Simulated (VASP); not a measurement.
# Zn (Fm-3m) in VASP: notebook

Aim: see how the results for Zn move with the level of theory and the settings. Levels: LDA, PBE, PBEsol. Tasks: band structure.

All numbers are computed with VASP 6.6.1; they aren't measurements. Logs are shortened: lines on timing, memory, paths and dates and some standing lists are left out, and cuts for length are marked.

## 1. The structure

Symmetry: Fm-3m, No. 225, cubic system. Conventional cell: a = 3.930 Å, b = 3.930 Å, c = 3.930 Å, α = 90.00°, β = 90.00°, γ = 90.00°. Zn (site symmetry m-3m) is surrounded by 12 Zn at 2.78 Å.

This isn't the form of Zn at room conditions, which is hcp.

## 2. Band structure, LDA

POSCAR reads:

```
Zn
1.0
    0.0000000000      1.9647760000      1.9647760000
    1.9647760000      0.0000000000      1.9647760000
    1.9647760000      1.9647760000      0.0000000000
Zn
1
Direct
    0.0000000000      0.0000000000      0.0000000000
```

INCAR.step1 reads:

```
  ALGO = Fast
  EDIFF = 1E-6
  ENCUT = 520
  GGA = CA
  ISIF = 2
  ISMEAR = -1
  LASPH = True
  LCHARG = True
  LREAL = False
  LWAVE = False
  NELM = 100
  PREC = Accurate
  SIGMA = 0.05
```

KPOINTS.step1 reads:

```
k-points
0
Gamma
  12 12 12
```

INCAR.step2 reads:

```
  ALGO = Fast
  EDIFF = 1E-6
  ENCUT = 520
  GGA = CA
  ICHARG = 11
  ISIF = 2
  ISMEAR = 0
  LASPH = True
  LCHARG = False
  LREAL = False
  LWAVE = False
  NELM = 100
  PREC = Accurate
  SIGMA = 0.05
```

KPOINTS.step2 reads:

```
path GXWKGLUWLK,UX
15
line-mode
reciprocal
 0.0000000000  0.0000000000  0.0000000000  G
 0.5000000000  0.0000000000  0.5000000000  X

 0.5000000000  0.0000000000  0.5000000000  X
 0.5000000000  0.2500000000  0.7500000000  W

 0.5000000000  0.2500000000  0.7500000000  W
 0.3750000000  0.3750000000  0.7500000000  K

 0.3750000000  0.3750000000  0.7500000000  K
 0.0000000000  0.0000000000  0.0000000000  G

 0.0000000000  0.0000000000  0.0000000000  G
 0.5000000000  0.5000000000  0.5000000000  L

 0.5000000000  0.5000000000  0.5000000000  L
 0.6250000000  0.2500000000  0.6250000000  U

 0.6250000000  0.2500000000  0.6250000000  U
 0.5000000000  0.2500000000  0.7500000000  W

 0.5000000000  0.2500000000  0.7500000000  W
 0.5000000000  0.5000000000  0.5000000000  L

 0.5000000000  0.5000000000  0.5000000000  L
 0.3750000000  0.3750000000  0.7500000000  K

 0.6250000000  0.2500000000  0.6250000000  U
 0.5000000000  0.0000000000  0.5000000000  X
```

Potentials or basis: VASP PAW LDA potentials, release 64 (Zn).

Launch:

```sh
$ cat potpaw_LDA.64/Zn/POTCAR > POTCAR
$ cp INCAR.step1 INCAR
$ cp KPOINTS.step1 KPOINTS
$ mpirun -np 1 vasp_std > vasp.out
$ cp INCAR.step2 INCAR
$ cp KPOINTS.step2 KPOINTS
$ mpirun -np 1 vasp_std > vasp.out
```

OUTCAR:

```text
EDIFF = 1E-6
   ENCUT = 520
   GGA = CA
   ICHARG = 11
   ISIF = 2
   ISMEAR = 0
   LASPH = True
   LREAL = False
   NELM = 100
   PREC = Accurate

 ion  position               nearest neighbor table
   1  0.000  0.000  0.000-

  LATTYP: Found a face centered cubic cell.
 ALAT       =     3.9295520000

  Lattice vectors:

 A1 = (   0.0000000000,   1.9647760000,   1.9647760000)
 A2 = (   1.9647760000,   0.0000000000,   1.9647760000)
 A3 = (   1.9647760000,   1.9647760000,   0.0000000000)

Analysis of symmetry for initial positions (statically):
=====================================================================
 Subroutine PRICEL returns:
 Original cell was already a primitive cell.

 Routine SETGRP: Setting up the symmetry group for a
 face centered cubic supercell.

 Subroutine GETGRP returns: Found 48 space group operations
 (whereof 48 operations were pure point group operations)
 out of a pool of 48 trial point group operations.

The static configuration has the point symmetry O_h .

Analysis of symmetry for dynamics (positions and initial velocities):
=====================================================================
 Subroutine PRICEL returns:
 Original cell was already a primitive cell.

 Routine SETGRP: Setting up the symmetry group for a
 face centered cubic supercell.

 Subroutine GETGRP returns: Found 48 space group operations
 (whereof 48 operations were pure point group operations)
 out of a pool of 48 trial point group operations.

The dynamic configuration has the point symmetry O_h .

 Subroutine INISYM returns: Found 48 space group operations
 (whereof 48 operations are pure point group operations),
 and found     1 'primitive' translations

----------------------------------------------------------------------------------------

                                     Primitive cell

  volume of cell :      15.1694

  direct lattice vectors                    reciprocal lattice vectors
     0.000000000  1.964776000  1.964776000    -0.254481936  0.254481936  0.254481936
     1.964776000  0.000000000  1.964776000     0.254481936 -0.254481936  0.254481936
     1.964776000  1.964776000  0.000000000     0.254481936  0.254481936 -0.254481936

  length of vectors
     2.778612866  2.778612866  2.778612866     0.440775643  0.440775643  0.440775643

  position of ions in fractional coordinates (direct lattice)
     0.000000000  0.000000000  0.000000000

  ion indices of the primitive-cell ions
   primitive index   ion index
                 1           1

----------------------------------------------------------------------------------------

 KPOINTS: path GXWKGLUWLK,UX

Interpolating k-points between supplied coordinates.

 Line segments in fractional coordinates (reciprocal lattice):
    0.000000  0.000000  0.000000  ...  0.500000  0.000000  0.500000
    0.500000  0.000000  0.500000  ...  0.500000  0.250000  0.750000
    0.500000  0.250000  0.750000  ...  0.375000  0.375000  0.750000
    0.375000  0.375000  0.750000  ...  0.000000  0.000000  0.000000
    0.000000  0.000000  0.000000  ...  0.500000  0.500000  0.500000
    0.500000  0.500000  0.500000  ...  0.625000  0.250000  0.625000
    0.625000  0.250000  0.625000  ...  0.500000  0.250000  0.750000
    0.500000  0.250000  0.750000  ...  0.500000  0.500000  0.500000
    0.500000  0.500000  0.500000  ...  0.375000  0.375000  0.750000
    0.625000  0.250000  0.625000  ...  0.500000  0.000000  0.500000

 Generated    15 points on each line segment, for a total of    150 k-points:

 Following reciprocal coordinates:
            Coordinates               Weight
  0.000000  0.000000  0.000000      0.006667
  0.035714  0.000000  0.035714      0.006667
  0.071429  0.000000  0.071429      0.006667
  0.107143  0.000000  0.107143      0.006667
  0.142857  0.000000  0.142857      0.006667
  0.178571  0.000000  0.178571      0.006667
[... 16 lines left out ...]
  0.500000  0.125000  0.625000      0.006667
  0.500000  0.142857  0.642857      0.006667
 [... further k-points ...]
   k-points           NKPTS =    150   k-points in BZ     NKDIM =    150   number of bands    NBANDS=     10
   number of dos      NEDOS =    301   number of ions     NIONS =      1
   total plane-waves  NPLWV =  13824
   dimension x,y,z NGX =    24 NGY =   24 NGZ =   24
   dimension x,y,z NGXF=    48 NGYF=   48 NGZF=   48
   ions per type =               1
   NGX,Y,Z   is equivalent  to a cutoff of  14.36, 14.36, 14.36 a.u.
   NGXF,Y,Z  is equivalent  to a cutoff of  28.72, 28.72, 28.72 a.u.
 SYSTEM =  unknown system
   PREC   = accura    normal or accurate (medium, high low for compatibility)
   ISTART =      0    job   : 0-new  1-cont  2-samecut
   ICHARG =     11    charge: 1-file 2-atom 10-const
   ISPIN  =      1    spin polarized calculation?
   LNONCOLLINEAR =      F non collinear calculations
   LSORBIT =      F    spin-orbit coupling
   LASPH  =      T    aspherical Exc in radial PAW
   ENCUT  =  520.0 eV  38.22 Ry    6.18 a.u.   5.17  5.17  5.17*2*pi/ulx,y,z
   NELM   =    100;   NELMIN=  2; NELMDL=  0     # of ELM steps
   EDIFF  = 0.1E-05   stopping-criterion for ELM
   LREAL  =      F    real-space projection
   EDIFFG = 0.1E-04   stopping-criterion for IOM
   NSW    =      0    number of steps for IOM
   IBRION =     -1    ionic relax: 0-MD 1-quasi-New 2-CG
   NFREE  =      0    steps in history (QN), initial steepest desc. (CG)
   ISIF   =      2    stress and relaxation
   ISYM   =      2    0-nonsym 1-usesym 2-fastsym
   POTIM  = 0.5000    time-step for ionic-motion
   TEBEG  =    0.0;   TEEND  =   0.0 temperature during run
   PSTRESS=    0.0 pullay stress
   NELECT =      12.0000    total number of electrons
   NUPDOWN=      -1.0000    fix difference up-down
   EMIN   =  10.00;   EMAX   =-10.00  energy-range for DOS
   EFERMI =   0.00;   METHOD = LEGACY
   ISMEAR =     0;   SIGMA  =   0.05  broadening in eV -4-tet -1-fermi 0-gaus
   EFERMI_NEDOS =   21; number of points for ismear=-14 and -15
   IALGO  =     68    algorithm
   IMIX   =      4    mixing-type and parameters
     AMIX     =   0.40;   BMIX     =  1.00
     AMIX_MAG =   1.60;   BMIX_MAG =  1.00
  volume/ion in A,a.u.               =      15.17       102.37
  Fermi-wavevector in a.u.,A,eV,Ry     =   1.514069  2.861175 31.190044  2.292404
  Thomas-Fermi vector in A             =   2.623775
   LORBIT       =      0    0 simple, 1 ext, 2 COOP (PROOUT), +10 PAW based schemes
   GGA     = CA    functional components
   LHFCALC =     F    Hartree Fock is set to
   AEXX    =    0.0000 exact exchange contribution
   IVDW    =     0    specifies the selected vdW correction
   LEPSILON=     F    determine dielectric tensor
   LRPA    =     F    only Hartree local field effects (RPA)
 non-spin polarized calculation
 RMM-DIIS sequential band-by-band and
 Gauss-broadening in eV      SIGMA  =   0.05
  energy-cutoff  :      520.00
  volume of cell :       15.17
 maximum number of plane-waves:       420
 NGX is ok and might be reduce to    24

 number of electron      12.0000008 magnetization

 Free energy of the ion-electron system (eV)
  ---------------------------------------------------
  ext. energy  EPLUGINS =         0.00000000
  ---------------------------------------------------
  free energy    TOTEN  =         0.88030751 eV

  energy without entropy =        0.88254568  energy(sigma->0) =        0.88142659

 E-fermi :   3.5988     XC(G=0): -11.9113

 val. band max:        3.5935329231   @ k =   0.3839   0.3839   0.7321
 cond. band min:       3.6044798932   @ k =   0.6250   0.2500   0.6250
 fundamental gap:      0.0109469701
 Fermi energy:         3.5987586747

 k-point     1 :       0.0000    0.0000    0.0000
  band No.  band energies     occupation
      1      -7.5070      2.00000
      2      -4.8492      2.00000
      3      -4.8492      2.00000
      4      -4.8492      2.00000
      5      -4.4688      2.00000
      6      -4.4688      2.00000
      7      20.9597      0.00000
      8      20.9597      0.00000
      9      20.9598      0.00000
     10      21.8908      0.00000

 k-point     2 :       0.0357    0.0000    0.0357
  band No.  band energies     occupation
      1      -7.4555      2.00000
      2      -4.8568      2.00000
      3      -4.8414      2.00000
      4      -4.8414      2.00000
      5      -4.4759      2.00000
      6      -4.4654      2.00000
      7      20.4077      0.00000
      8      20.4077      0.00000
      9      20.7954      0.00000
     10      21.3740      0.00000

 k-point     3 :       0.0714    0.0000    0.0714
  band No.  band energies     occupation
      1      -7.3020      2.00000
      2      -4.8794      2.00000
      3      -4.8184      2.00000
      4      -4.8184      2.00000
      5      -4.4960      2.00000
      6      -4.4555      2.00000
      7      19.3450      0.00000
      8      19.3450      0.00000
      9      20.3606      0.00000
     10      20.4816      0.00000

 k-point     4 :       0.1071    0.0000    0.1071
  band No.  band energies     occupation
      1      -7.0497      2.00000
      2      -4.9158      2.00000
      3      -4.7807      2.00000
      4      -4.7807      2.00000
      5      -4.5251      2.00000
      6      -4.4394      2.00000
      7      18.2099      0.00000
      8      18.2099      0.00000
      9      19.5915      0.00000
     10      19.7744      0.00000

 k-point     5 :       0.1429    0.0000    0.1429
  band No.  band energies     occupation
      1      -6.7060      2.00000
      2      -4.9641      2.00000
      3      -4.7295      2.00000
      4      -4.7295      2.00000
      5      -4.5544      2.00000
      6      -4.4181      2.00000
      7      17.1075      0.00000
      8      17.1075      0.00000
      9      18.7696      0.00000
     10      19.1243      0.00000

 k-point     6 :       0.1786    0.0000    0.1786
  band No.  band energies     occupation
      1      -6.2899      2.00000
      2      -5.0219      2.00000
      3      -4.6662      2.00000
      4      -4.6662      2.00000
      5      -4.5633      2.00000
      6      -4.3924      2.00000
      7      16.0698      0.00000
      8      16.0698      0.00000
      9      18.0308      0.00000
     10      18.4210      0.00000
[... 183 lines left out ...]
 k-point    21 :       0.5000    0.0893    0.5893
  band No.  band energies     occupation
      1      -5.4461      2.00000
      2      -5.3892      2.00000
      3      -4.2751      2.00000
      4      -4.2515      2.00000
      5      -4.1100      2.00000
      6       2.3330      2.00000
      7       4.7264      0.00000
      8       9.3924      0.00000
      9       9.7818      0.00000
     10      17.3413      0.00000

 k-point    22 :       0.5000    0.1071    0.6071
  band No.  band energies     occupation
      1      -5.4132      2.00000
      2      -5.3597      2.00000
      3      -4.3393      2.00000
      4      -4.2739      2.00000
      5      -4.1100      2.00000
      6       2.5334      2.00000
      7       4.8155      0.00000
      8       8.8775      0.00000
      9       9.3623      0.00000
     10      18.0755      0.00000

 k-point    23 :       0.5000    0.1250    0.6250
  band No.  band energies     occupation
      1      -5.3770      2.00000
      2      -5.3249      2.00000
      3      -4.4096      2.00000
      4      -4.2992      2.00000
      5      -4.1100      2.00000
      6       2.7645      2.00000
      7       4.9212      0.00000
      8       8.3631      0.00000
      9       8.9474      0.00000
     10      18.8496      0.00000

 k-point    24 :       0.5000    0.1429    0.6429
  band No.  band energies     occupation
      1      -5.3389      2.00000
      2      -5.2848      2.00000
      3      -4.4843      2.00000
      4      -4.3263      2.00000
      5      -4.1099      2.00000
      6       3.0243      2.00000
      7       5.0434      0.00000
      8       7.8553      0.00000
      9       8.5461      0.00000
     10      19.6575      0.00000

 [... further k-points ...]

------------------------ aborting loop because EDIFF is reached ----------------------------------------

  FORCE on cell =-STRESS in cart. coord.  units (eV):
  Direction    XX          YY          ZZ          XY          YZ          ZX
  --------------------------------------------------------------------------------------
  -------------------------------------------------------------------------------------
  Total       -0.8590445     -0.8590445     -0.8590445      0.0000000      0.0000000      0.0000000
  in kB      -90.7312923    -90.7312923    -90.7312923      0.0000000      0.0000000      0.0000000
  external PRESSURE =     -90.7312923 kB  Pullay stress =       0.0000000 kB

 VOLUME and BASIS-vectors are now :
 -----------------------------------------------------------------------------
  energy-cutoff  :      520.00
  volume of cell :       15.17
      direct lattice vectors                 reciprocal lattice vectors
     0.000000000  1.964776000  1.964776000    -0.254481936  0.254481936  0.254481936
     1.964776000  0.000000000  1.964776000     0.254481936 -0.254481936  0.254481936
     1.964776000  1.964776000  0.000000000     0.254481936  0.254481936 -0.254481936

 POSITION                                       TOTAL-FORCE (eV/Angst)
 -----------------------------------------------------------------------------------
      0.00000      0.00000      0.00000         0.000000      0.000000      0.000000
 -----------------------------------------------------------------------------------
    total drift:                                0.000000      0.000000     -0.000000

  FREE ENERGIE OF THE ION-ELECTRON SYSTEM (eV)
  ---------------------------------------------------
  free  energy   TOTEN  =         0.8803075126 eV

  energy  without entropy=        0.8825456763  energy(sigma->0) =        0.88142659
```

It took 15 s on 1 thread of Intel Xeon Platinum 8259CL at 2.50GHz (Skylake/Cascade Lake), shared host; peak memory 0.13 GiB.

What came out:

| Quantity | Value |
| --- | --- |
| Band gap along the path | none (metal or under the smearing width) |

Levels at the corners of the path, in eV from the Fermi level:
```
point  band 4  band 5  band 6  band 7  band 8  band 9
    Γ   -7.64   -7.26   -7.26   18.17   18.17   18.17
    X   -6.90   -6.90   -0.93    1.74    8.42    8.42
    X   -6.90   -6.90   -0.93    1.74    8.42    8.42
    W   -7.23   -6.90    2.31    2.31    3.04    4.15
    W   -7.23   -6.90    2.31    2.31    3.04    4.15
    K   -7.16   -6.99    0.82    1.58    2.69    9.94
    K   -7.16   -6.99    0.82    1.58    2.69    9.94
    Γ   -7.64   -7.26   -7.26   18.17   18.17   18.17
    Γ   -7.64   -7.26   -7.26   18.17   18.17   18.17
    L   -6.97   -6.97   -2.81   -1.38   15.15   15.15
    L   -6.97   -6.97   -2.81   -1.38   15.15   15.15
    U   -7.16   -6.99    0.82    1.58    2.69    9.94
    U   -7.16   -6.99    0.82    1.58    2.69    9.94
    W   -7.23   -6.90    2.31    2.31    3.04    4.15
    W   -7.23   -6.90    2.31    2.31    3.04    4.15
    L   -6.97   -6.97   -2.81   -1.38   15.15   15.15
    L   -6.97   -6.97   -2.81   -1.38   15.15   15.15
    K   -7.16   -6.99    0.82    1.58    2.69    9.94
    U   -7.16   -6.99    0.82    1.58    2.69    9.94
    X   -6.90   -6.90   -0.93    1.74    8.42    8.42
```

Caveat: the log is that of the step along the path at fixed density, whose energy, stress, charges and moments have no meaning.

## 3. Band structure, PBE

POSCAR is that of step 2.

Changes to INCAR.step1 since step 2:

```diff
@@ -3,3 +3,3 @@
   ENCUT = 520
-  GGA = CA
+  GGA = PE
   ISIF = 2
```

KPOINTS.step1 is that of step 2.

Changes to INCAR.step2 since step 2:

```diff
@@ -3,3 +3,3 @@
   ENCUT = 520
-  GGA = CA
+  GGA = PE
   ICHARG = 11
```

KPOINTS.step2 is that of step 2.

Potentials or basis: VASP PAW PBE potentials, release 64 (Zn).

Launch:

```sh
$ cat potpaw_PBE.64/Zn/POTCAR > POTCAR
$ cp INCAR.step1 INCAR
$ cp KPOINTS.step1 KPOINTS
$ mpirun -np 1 vasp_std > vasp.out
$ cp INCAR.step2 INCAR
$ cp KPOINTS.step2 KPOINTS
$ mpirun -np 1 vasp_std > vasp.out
```

It took 17 s on 1 thread of Intel Xeon Platinum 8259CL at 2.50GHz (Skylake/Cascade Lake), shared host; peak memory 0.14 GiB.

It converged, with:

```yaml
Band_gap_along_the_path: none (metal or under the smearing width)
```

Levels at the corners of the path, in eV from the Fermi level:
| point | band 2 | band 3 | band 4 | band 5 | band 6 | band 7 | band 8 | band 9 | band 10 |
| --- | --- | --- | --- | --- | --- | --- | --- | --- | --- |
| Γ | -7.58 | -7.58 | -7.58 | -7.20 | -7.20 | 18.32 | 18.32 | 18.32 | 18.94 |
| X | -8.19 | -6.93 | -6.84 | -6.84 | -0.95 | 1.78 | 8.48 | 8.48 | 12.13 |
| X | -8.19 | -6.93 | -6.84 | -6.84 | -0.95 | 1.78 | 8.48 | 8.48 | 12.13 |
| W | -7.67 | -7.67 | -7.18 | -6.84 | 2.30 | 2.30 | 3.16 | 4.09 | 21.78 |
| W | -7.67 | -7.67 | -7.18 | -6.84 | 2.30 | 2.30 | 3.16 | 4.09 | 21.67 |
| K | -7.88 | -7.28 | -7.11 | -6.94 | 0.80 | 1.61 | 2.70 | 10.00 | 13.51 |
| K | -7.88 | -7.28 | -7.11 | -6.94 | 0.80 | 1.61 | 2.70 | 10.00 | 13.51 |
| Γ | -7.58 | -7.58 | -7.58 | -7.20 | -7.20 | 18.32 | 18.32 | 18.32 | 18.94 |
| Γ | -7.58 | -7.58 | -7.58 | -7.20 | -7.20 | 18.32 | 18.32 | 18.32 | 18.94 |
| L | -7.58 | -7.58 | -6.91 | -6.91 | -2.85 | -1.34 | 15.30 | 15.30 | 17.48 |
| L | -7.58 | -7.58 | -6.91 | -6.91 | -2.85 | -1.34 | 15.30 | 15.30 | 17.48 |
| U | -7.88 | -7.28 | -7.11 | -6.94 | 0.80 | 1.61 | 2.70 | 10.00 | 13.51 |
| U | -7.88 | -7.28 | -7.11 | -6.94 | 0.80 | 1.61 | 2.70 | 10.00 | 13.51 |
| W | -7.67 | -7.67 | -7.18 | -6.84 | 2.30 | 2.30 | 3.16 | 4.09 | 21.66 |
| W | -7.67 | -7.67 | -7.18 | -6.84 | 2.30 | 2.30 | 3.16 | 4.09 | 21.80 |
| L | -7.58 | -7.58 | -6.91 | -6.91 | -2.85 | -1.34 | 15.30 | 15.30 | 17.48 |
| L | -7.58 | -7.58 | -6.91 | -6.91 | -2.85 | -1.34 | 15.30 | 15.30 | 17.48 |
| K | -7.88 | -7.28 | -7.11 | -6.94 | 0.80 | 1.61 | 2.70 | 10.00 | 13.51 |
| U | -7.88 | -7.28 | -7.11 | -6.94 | 0.80 | 1.61 | 2.70 | 10.00 | 13.51 |
| X | -8.19 | -6.93 | -6.84 | -6.84 | -0.95 | 1.78 | 8.48 | 8.48 | 12.13 |

Caveat: the log is that of the step along the path at fixed density, whose energy, stress, charges and moments have no meaning.

(Part 1 of 2 ends here.)
